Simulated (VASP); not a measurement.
# GaS (P6_3/mmc) in VASP: settings compared

Aim: see how the results for GaS move with the level of theory and the settings. Levels: PBE+D3(BJ), LDA, PBE. Tasks: relaxation of cell and atoms.

Everything below comes from runs of VASP 6.6.1. Logs are shortened: lines on timing, memory, paths and dates and some standing lists are left out, and cuts for length are marked.

### 1 Starting point

It takes space group P6_3/mmc (No. 194, hexagonal). The conventional cell has a = 3.585 Å, b = 3.585 Å, c = 15.500 Å, α = 90.00°, β = 90.00°, γ = 120.00°. Ga (site symmetry 3m) has 3 S at 2.34 Å and 1 Ga at 2.48 Å as nearest neighbours. Around S (site symmetry 3m) lie 3 Ga at 2.34 Å.

### 2 Relaxation of cell and atoms, PBE+D3(BJ)

File INCAR:

```
SYSTEM = GaS
PREC = Accurate
ENCUT = 600
EDIFF = 1E-6
ISMEAR = 0
SIGMA = 0.03
LREAL = .False.
LASPH = .True.
NELM = 80
ALGO = Normal
ISIF = 3
LWAVE = .False.
LCHARG = .False.
GGA = PE
IVDW = 12
IBRION = 2
NSW = 90
EDIFFG = -0.01
KPAR = 4
```

File KPOINTS:

```
regular mesh
0
Gamma
  9 9 2
  0 0 0
```

File POSCAR:

```
GaS
1.0
    3.5850000000      0.0000000000      0.0000000000
   -1.7925000000      3.1047010726      0.0000000000
    0.0000000000      0.0000000000     15.5000000000
Ga S
4 4
Direct
    0.3333333333      0.6666666667      0.1700000000
    0.6666666667      0.3333333333      0.6700000000
    0.3333333333      0.6666666667      0.3300000000
    0.6666666667      0.3333333333      0.8300000000
    0.3333333333      0.6666666667      0.6000000000
    0.6666666667      0.3333333333      0.1000000000
    0.3333333333      0.6666666667      0.9000000000
    0.6666666667      0.3333333333      0.4000000000
```

Potentials or basis: VASP PAW PBE potentials, release 64 (Ga_d, S).

Launch:

```bash
$ cat potpaw_PBE.64/Ga_d/POTCAR potpaw_PBE.64/S/POTCAR > POTCAR
$ mpirun -np 4 vasp_std > vasp.out
```

OUTCAR:

```text
SYSTEM = GaS
   PREC = Accurate
   ENCUT = 600
   EDIFF = 1E-6
   ISMEAR = 0
   LREAL = .False.
   LASPH = .True.
   NELM = 80
   ISIF = 3
   GGA = PE
   IVDW = 12
   IBRION = 2
   NSW = 90
   EDIFFG = -0.01
 IVDW          = 12

 ion  position               nearest neighbor table
   1  0.333  0.667  0.170-   6 2.34   6 2.34   6 2.34   3 2.48
   2  0.667  0.333  0.670-   5 2.34   5 2.34   5 2.34   4 2.48
   3  0.333  0.667  0.330-   8 2.34   8 2.34   8 2.34   1 2.48
   4  0.667  0.333  0.830-   7 2.34   7 2.34   7 2.34   2 2.48
   5  0.333  0.667  0.600-   2 2.34   2 2.34   2 2.34
   6  0.667  0.333  0.100-   1 2.34   1 2.34   1 2.34
   7  0.333  0.667  0.900-   4 2.34   4 2.34   4 2.34
   8  0.667  0.333  0.400-   3 2.34   3 2.34   3 2.34

  LATTYP: Found a hexagonal cell.
 ALAT       =     3.5850000000
 C/A-ratio  =     4.3235704324

  Lattice vectors:

 A1 = (   3.5850000000,   0.0000000000,   0.0000000000)
 A2 = (  -1.7925000000,   3.1047010726,   0.0000000000)
 A3 = (   0.0000000000,   0.0000000000,  15.5000000000)

Analysis of symmetry for initial positions (statically):
=====================================================================
 Subroutine PRICEL returns:
 Original cell was already a primitive cell.

 Routine SETGRP: Setting up the symmetry group for a
 hexagonal supercell.

 Subroutine GETGRP returns: Found 24 space group operations
 (whereof 12 operations were pure point group operations)
 out of a pool of 24 trial point group operations.

The static configuration has the point symmetry D_3d.
 The point group associated with its full space group is D_6h.

Analysis of symmetry for dynamics (positions and initial velocities):
=====================================================================
 Subroutine PRICEL returns:
 Original cell was already a primitive cell.

 Routine SETGRP: Setting up the symmetry group for a
 hexagonal supercell.

 Subroutine GETGRP returns: Found 24 space group operations
 (whereof 12 operations were pure point group operations)
 out of a pool of 24 trial point group operations.

The dynamic configuration has the point symmetry D_3d.
 The point group associated with its full space group is D_6h.

 Subroutine INISYM returns: Found 24 space group operations
 (whereof 12 operations are pure point group operations),
 and found     1 'primitive' translations

----------------------------------------------------------------------------------------

                                     Primitive cell

  volume of cell :     172.5205

  direct lattice vectors                    reciprocal lattice vectors
     3.585000000  0.000000000  0.000000000     0.278940028  0.161046100  0.000000000
    -1.792500000  3.104701073  0.000000000     0.000000000  0.322092200  0.000000000
     0.000000000  0.000000000 15.500000000     0.000000000  0.000000000  0.064516129

  length of vectors
     3.585000000  3.585000000 15.500000000     0.322092200  0.322092200  0.064516129

  position of ions in fractional coordinates (direct lattice)
     0.333333333  0.666666667  0.170000000
     0.666666667  0.333333333  0.670000000
     0.333333333  0.666666667  0.330000000
     0.666666667  0.333333333  0.830000000
     0.333333333  0.666666667  0.600000000
     0.666666667  0.333333333  0.100000000
     0.333333333  0.666666667  0.900000000
     0.666666667  0.333333333  0.400000000

  ion indices of the primitive-cell ions
   primitive index   ion index
                 1           1
                 2           2
                 3           3
                 4           4
                 5           5
                 6           6
                 7           7
                 8           8

----------------------------------------------------------------------------------------

 KPOINTS: regular mesh

Automatic generation of k-mesh.
 Grid dimensions read from file:
 generate k-points for:    9    9    2

 Generating k-lattice:

  Cartesian coordinates                     Fractional coordinates (reciprocal lattice)
     0.030993336  0.017894011  0.000000000     0.111111111 -0.000000000  0.000000000
     0.000000000  0.035788022  0.000000000     0.000000000  0.111111111  0.000000000
     0.000000000  0.000000000  0.032258065     0.000000000  0.000000000  0.500000000

  Length of vectors
     0.035788022  0.035788022  0.032258065

  Shift w.r.t. Gamma in fractional coordinates (k-lattice)
     0.000000000  0.000000000  0.000000000

 Subroutine IBZKPT returns following result:
 ===========================================

 Found     24 irreducible k-points:

 Following reciprocal coordinates:
            Coordinates               Weight
  0.000000  0.000000  0.000000      1.000000
  0.111111  0.000000  0.000000      6.000000
  0.222222  0.000000  0.000000      6.000000
  0.333333 -0.000000  0.000000      6.000000
  0.444444  0.000000  0.000000      6.000000
  0.111111  0.111111  0.000000      6.000000
[... 16 lines left out ...]
  0.333333  0.222222  0.500000     12.000000
  0.333333  0.333333  0.500000      2.000000
   k-points           NKPTS =     24   k-points in BZ     NKDIM =     24   number of bands    NBANDS=     45
   number of dos      NEDOS =    301   number of ions     NIONS =      8
   total plane-waves  NPLWV = 113400
   dimension x,y,z NGX =    30 NGY =   30 NGZ =  126
   dimension x,y,z NGXF=    60 NGYF=   60 NGZF=  252
   ions per type =               4   4
   NGX,Y,Z   is equivalent  to a cutoff of  13.91, 13.91, 13.51 a.u.
   NGXF,Y,Z  is equivalent  to a cutoff of  27.82, 27.82, 27.03 a.u.
 SYSTEM =  GaS
   PREC   = accura    normal or accurate (medium, high low for compatibility)
   ISTART =      0    job   : 0-new  1-cont  2-samecut
   ICHARG =      2    charge: 1-file 2-atom 10-const
   ISPIN  =      1    spin polarized calculation?
   LNONCOLLINEAR =      F non collinear calculations
   LSORBIT =      F    spin-orbit coupling
   LASPH  =      T    aspherical Exc in radial PAW
   ENCUT  =  600.0 eV  44.10 Ry    6.64 a.u.   7.16  7.16 30.96*2*pi/ulx,y,z
   NELM   =     80;   NELMIN=  2; NELMDL= -5     # of ELM steps
   EDIFF  = 0.1E-05   stopping-criterion for ELM
   LREAL  =      F    real-space projection
   EDIFFG = -.1E-01   stopping-criterion for IOM
   NSW    =     90    number of steps for IOM
   IBRION =      2    ionic relax: 0-MD 1-quasi-New 2-CG
   NFREE  =      1    steps in history (QN), initial steepest desc. (CG)
   ISIF   =      3    stress and relaxation
   ISYM   =      2    0-nonsym 1-usesym 2-fastsym
   POTIM  = 0.5000    time-step for ionic-motion
   TEBEG  =    0.0;   TEEND  =   0.0 temperature during run
   PSTRESS=    0.0 pullay stress
   NELECT =      76.0000    total number of electrons
   NUPDOWN=      -1.0000    fix difference up-down
   EMIN   =  10.00;   EMAX   =-10.00  energy-range for DOS
   EFERMI =   0.00;   METHOD = LEGACY
   ISMEAR =     0;   SIGMA  =   0.03  broadening in eV -4-tet -1-fermi 0-gaus
   EFERMI_NEDOS =   21; number of points for ismear=-14 and -15
   IALGO  =     38    algorithm
   IMIX   =      4    mixing-type and parameters
     AMIX     =   0.40;   BMIX     =  1.00
     AMIX_MAG =   1.60;   BMIX_MAG =  1.00
  volume/ion in A,a.u.               =      21.57       145.53
  Fermi-wavevector in a.u.,A,eV,Ry     =   1.245659  2.353954 21.111700  1.551666
  Thomas-Fermi vector in A             =   2.379871
   LORBIT       =      0    0 simple, 1 ext, 2 COOP (PROOUT), +10 PAW based schemes
   GGA     = PE    functional components
   LHFCALC =     F    Hartree Fock is set to
   AEXX    =    0.0000 exact exchange contribution
   IVDW    =    12    specifies the selected vdW correction
   LEPSILON=     F    determine dielectric tensor
   LRPA    =     F    only Hartree local field effects (RPA)
 conjugate gradient relaxation of ions
 non-spin polarized calculation
 Gauss-broadening in eV      SIGMA  =   0.03
  energy-cutoff  :      600.00
  volume of cell :      172.52
 maximum number of plane-waves:      5823
 NGX is ok and might be reduce to    30
   NGX = 15   NGY = 15   NGZ = 61

--------------------------------------- Ionic step        1  -------------------------------------------

 number of electron      75.9999986 magnetization

 Free energy of the ion-electron system (eV)
  ---------------------------------------------------
  ext. energy  EPLUGINS =         0.00000000
  ---------------------------------------------------
  free energy    TOTEN  =       -33.21096085 eV

  energy without entropy =      -33.21096085  energy(sigma->0) =      -33.21096085

------------------------ aborting loop because EDIFF is reached ----------------------------------------

 Edisp (eV)   -2.18150

 E8    (eV) :    -0.9068

  FORCE on cell =-STRESS in cart. coord.  units (eV):
  Direction    XX          YY          ZZ          XY          YZ          ZX
  --------------------------------------------------------------------------------------
  -------------------------------------------------------------------------------------
  Total       0.32381     0.32381    -0.84187     0.00000     0.00000     0.00000
  in kB       3.00719     3.00719    -7.81838     0.00000     0.00000     0.00000
  external pressure =       -0.60 kB  Pullay stress =        0.00 kB
[... 165 lines left out ...]
  energy  without entropy=      -35.3998095469  energy(sigma->0) =      -35.39980955

--------------------------------------- Ionic step        5  -------------------------------------------

 number of electron      75.9999988 magnetization

 Free energy of the ion-electron system (eV)
  ---------------------------------------------------
  ext. energy  EPLUGINS =         0.00000000
  ---------------------------------------------------
  free energy    TOTEN  =       -33.20965826 eV

  energy without entropy =      -33.20965826  energy(sigma->0) =      -33.20965826

 E-fermi :   4.1487     XC(G=0):  -9.5118

 val. band max:        3.9859875187   @ k =   0.0000   0.0000   0.0000
 cond. band min:       5.5595562497   @ k =   0.4444   0.0000   0.0000
 fundamental gap:      1.5735687309
 Fermi energy:         4.1487086835

 k-point     1 :       0.0000    0.0000    0.0000
  band No.  band energies     occupation
      1     -10.9905      2.00000
      2     -10.9874      2.00000
      3     -10.8601      2.00000
      4     -10.8601      2.00000
      5     -10.8599      2.00000
      6     -10.8599      2.00000
[... 1180 lines left out ...]
  FREE ENERGIE OF THE ION-ELECTRON SYSTEM (eV)
  ---------------------------------------------------
  free  energy   TOTEN  =       -35.3998801074 eV

  energy  without entropy=      -35.3998801074  energy(sigma->0) =      -35.39988011

 reached required accuracy - stopping structural energy minimisation
```

It took 2.8 min on 4 MPI ranks of Intel Xeon 6975P-C (Granite Rapids), shared host; peak memory 0.46 GiB.

Results:

| Property | Result |
| --- | --- |
| Free energy | -35.3999 eV |
| Relaxed volume | 21.49 Å³/atom |
| Relaxed cell | a = 3.588 Å, b = 3.588 Å, c = 15.423 Å, α = 90.00°, β = 90.00°, γ = 120.00° |
| Space group after relaxing (to 0.05 Å) | P6_3/mmc (No. 194) |
| Energy gained by relaxing | 0.9 meV/atom |
| Ionic steps | 5 |
| Pressure after relaxing | 0.0 GPa |
| Largest force after relaxing | 0.007 eV/Å |
| Band gap on the k mesh | 1.57 eV, indirect (least direct gap 1.67 eV) |
| Dispersion energy per atom | -0.274 eV |

Forces in eV/Å, atoms in the order of the input:
```
Ga   0.000  0.000  0.001
Ga   0.000  0.000  0.001
Ga   0.000  0.000 -0.001
Ga   0.000  0.000 -0.001
S    0.000  0.000  0.007
S    0.000  0.000  0.007
S    0.000  0.000 -0.007
S    0.000  0.000 -0.007
```

Step by step:
| step | energy change (eV) | largest force (eV/Å) | pressure (GPa) | volume (Å³) |
| --- | --- | --- | --- | --- |
| 1 | 0.0000 | 0.2532 | -0.06 | 172.52 |
| 2 | -0.0065 | 0.0831 | -0.22 | 172.32 |
| 3 | -0.0071 | 0.0319 | -0.19 | 172.36 |
| 4 | -0.0074 | 0.0061 | 0.07 | 171.74 |
| 5 | -0.0074 | 0.0074 | 0.01 | 171.96 |

Final structure:
```yaml
crystal:
  lattice:
    - [3.58813, 0.00000, 0.00000]
    - [-1.79406, 3.10741, 0.00000]
    - [0.00000, 0.00000, 15.42251]
  atoms:
    - { symbol: Ga, position: [0.33333, 0.66667, 0.17062] }
    - { symbol: Ga, position: [0.66667, 0.33333, 0.67062] }
    - { symbol: Ga, position: [0.33333, 0.66667, 0.32938] }
    - { symbol: Ga, position: [0.66667, 0.33333, 0.82938] }
    - { symbol: S, position: [0.33333, 0.66667, 0.59994] }
    - { symbol: S, position: [0.66667, 0.33333, 0.09994] }
    - { symbol: S, position: [0.33333, 0.66667, 0.90006] }
    - { symbol: S, position: [0.66667, 0.33333, 0.40006] }
```

Caveat: an odd mesh through Γ misses points on the zone boundary, where band edges often lie.

### 3 Relaxation of cell and atoms, PBE+D3(BJ)

This run uses another cell than the first one, of 21.49 Å³/atom, 0.997 times its volume.

INCAR, as its differences from that of step 2:

```diff
@@ -3,3 +3,3 @@
 ENCUT = 600
-EDIFF = 1E-6
+EDIFF = 1E-7
 ISMEAR = 0
@@ -17,3 +17,3 @@
 NSW = 90
-EDIFFG = -0.01
+EDIFFG = -0.005
 KPAR = 4
```

KPOINTS is that of step 2.

File POSCAR:

```
GaS                                     
1.0
    3.5881281492     -0.0000000000      0.0000000000
   -1.7940640746      3.1074101293     -0.0000000000
    0.0000000000     -0.0000000000     15.4225057272
  Ga              S             
     4     4
Direct
     0.3333333332999970    0.6666666667000030    0.1706235578691137
     0.6666666667000030    0.3333333332999970    0.6706235578691137
     0.3333333332999970    0.6666666667000030    0.3293764421308863
     0.6666666667000030    0.3333333332999970    0.8293764421308863
     0.3333333332999970    0.6666666667000030    0.5999385165630959
     0.6666666667000030    0.3333333332999970    0.0999385165630959
     0.3333333332999970    0.6666666667000030    0.9000614834369041
     0.6666666667000030    0.3333333332999970    0.4000614834369041
```

Potentials or basis: VASP PAW PBE potentials, release 64 (Ga_d, S).

Launch:

```bash
$ cat potpaw_PBE.64/Ga_d/POTCAR potpaw_PBE.64/S/POTCAR > POTCAR
$ mpirun -np 4 vasp_std > vasp.out
```

It took 98 s on 4 MPI ranks of Intel Xeon 6975P-C (Granite Rapids), shared host; peak memory 0.45 GiB.

It converged, with:

| Property | Result |
| --- | --- |
| Free energy | -35.3998 eV |
| Energy gained by relaxing | 0.0 meV/atom |
| Ionic steps | 2 |
| Pressure after relaxing | 0.0 GPa |
| Largest force after relaxing | 0.005 eV/Å |
| Band gap on the k mesh | 1.57 eV, indirect (least direct gap 1.67 eV) |
| Dispersion energy per atom | -0.274 eV |

Forces in eV/Å, atoms in the order of the input:
```
Ga   0.000  0.000  0.002
Ga   0.000  0.000  0.002
Ga   0.000  0.000 -0.002
Ga   0.000  0.000 -0.002
S    0.000  0.000  0.005
S    0.000  0.000  0.005
S    0.000  0.000 -0.005
S    0.000  0.000 -0.005
```

Final structure:
```xyz
8
Lattice="3.5882 0.0000 0.0000 -1.7941 3.1075 0.0000 0.0000 0.0000 15.4228" Properties=species:S:1:pos:R:3 pbc="T T T"
Ga    0.0000    2.0717    2.6315
Ga    1.7941    1.0358   10.3429
Ga    0.0000    2.0717    5.0799
Ga    1.7941    1.0358   12.7913
S     0.0000    2.0717    9.2531
S     1.7941    1.0358    1.5417
S     0.0000    2.0717   13.8811
S     1.7941    1.0358    6.1697
```

Levels at points of the mesh, in eV from the valence-band top:
| k point | band 36 | band 37 | band 38 | band 39 | band 40 | band 41 |
| --- | --- | --- | --- | --- | --- | --- |
| (0.00, 0.00, 0.00) | -1.41 | -1.41 | 0.00 | 1.67 | 2.37 | 2.84 |
| (0.00, 0.00, 0.50) | -1.44 | -0.73 | -0.73 | 2.11 | 2.11 | 2.93 |

Caveat: an odd mesh through Γ misses points on the zone boundary, where band edges often lie.

(Continued in part 2 of 3.)
